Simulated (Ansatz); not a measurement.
**WS2: straining the crystal, biaxial strain in the a-b plane**

One table from this session's results is given with a row withheld; the runs are named, their logs left out.

Method: DFT r2SCAN, scalar-relativistic, plane waves, PAW, in Ansatz 0.2.0.

2 further runs of the same task are left out: 2 set aside as unsound or not needed.

### The system as given

It takes space group P-6m2 (No. 187, hexagonal). Conventional cell: a = 3.181 Å, b = 3.181 Å, c = 28.696 Å, α = 90.00°, β = 90.00°, γ = 120.00°. W (site symmetry -6m2) has 6 S at 2.41 Å in its first shell of neighbours. W (site symmetry 3m) is surrounded by 6 S at 2.41 Å. S (site symmetry 3m) is surrounded by 3 W at 2.41 Å.

As a file:

```
W S
1.0
     3.18145    0.00000    0.00000
    -1.59073    2.75522    0.00000
     0.00000    0.00000   28.69620
W S
3 6
Direct
  0.66667 0.33333 0.50000
  0.33333 0.66667 0.72777
  0.33333 0.66667 0.27223
  0.66667 0.33333 0.78209
  0.66667 0.33333 0.32661
  0.33333 0.66667 0.55435
  0.66667 0.33333 0.67339
  0.66667 0.33333 0.21791
  0.33333 0.66667 0.44565
```

It goes back to an entry of the Materials Project, which need not be the stable form.

This cell was relaxed beforehand with the same method: volume 27.95 Å³/atom, gap on the mesh 1.48 eV.

The unstrained cell was computed beforehand with the same settings: E(σ→0) = -36634.9201 eV for 9 atoms, gap 1.48 eV over the zone.

The first run:

The input, input.yaml:

```yaml
crystal:
  lattice:
    - [3.1337323589, 0.0, 0.0]
    - [-1.5668661795, 2.7138918315, 0.0]
    - [0.0, 0.0, 28.9544634796]
  atoms:
    - { symbol: W, position: [0.6666666667, 0.3333333333, 0.5] }
    - { symbol: W, position: [0.3333333333, 0.6666666667, 0.7277660964] }
    - { symbol: W, position: [0.3333333333, 0.6666666667, 0.2722339036] }
    - { symbol: S, position: [0.6666666667, 0.3333333333, 0.7820924039] }
    - { symbol: S, position: [0.6666666667, 0.3333333333, 0.3266133309] }
    - { symbol: S, position: [0.3333333333, 0.6666666667, 0.5543463681] }
    - { symbol: S, position: [0.6666666667, 0.3333333333, 0.6733866691] }
    - { symbol: S, position: [0.6666666667, 0.3333333333, 0.2179075961] }
    - { symbol: S, position: [0.3333333333, 0.6666666667, 0.4456536319] }
basis:
  ecutwfc: 500
kpoints:
  mp_grid: { grid: [12, 12, 1] }
hamiltonian:
  xc: r2scan
scf:
  occupations: { method: gaussian, width: 0.02 }
output:
  forces: true
  stress: true
  eigenvalues: true
relax:
  adjacent_minimum: "off"
  f_tol: 0.008
  max_steps: 40
  cell: { stress_tol: 0.015, fix: [a, b, gamma] }
```

On the command line:

```bash
$ ansatz run input.yaml --threads 2 --pin off --max-ram 5120MiB --backend cpu --events-out ev --progress --plain --runs-dir out
```

Among the steps run: At -1.5 %; Band edges over the zone at -1.5 %; Strain +1.5 %; Band edges over the zone at +1.5 %; Strain -3.0 %; Band edges over the zone at -3.0 %; Strain +3.0 %; The gap over the whole zone at +3.0 %.

One table of the session follows, with a row left open; its other results are not shown here.

It belongs to the step «Energy, stress and gap against strain». Lengths are those of the vectors of the cell that was run; stresses in GPa:

| strain (%) | ΔE (meV/atom) | a (Å) | b (Å) | c (Å) |
| --- | --- | --- | --- | --- |
| -3.0 | 33.3 | 3.086 | 3.086 | 29.179 |
| -1.5 | ? | ? | ? | ? |
| +0.0 | 0.0 | 3.181 | 3.181 | 28.696 |
| +1.5 | 7.6 | 3.229 | 3.229 | 28.463 |
| +3.0 | 29.7 | 3.277 | 3.277 | 28.219 |

Estimate the missing values for strain (%) = -1.5.

Worked estimate for «ΔE (meV/atom)». A straight line through the neighbours (-3.0, 33.3) and (0.0, 0.0) gives 33.3 + (0.0 − 33.3) × (-1.5 + 3.0) / (0.0 + 3.0) = 16.6; a parabola fitted to 3 rows on both sides gives 8.6.

As computed: ΔE (meV/atom): 8.1; a (Å): 3.134; b (Å): 3.134; c (Å): 28.929. In «ΔE (meV/atom)» the line misses by +8.5 and the parabola by +0.5.

ΔE is over the unstrained cell. Stress in GPa, positive in compression, on the Cartesian axes of the input.

Caveats from the session: The cell is layered and no dispersion term is used, so the spacing and stiffness across the layers are uncertain. Warnings in the runs' records: xc potential rough in thin density.
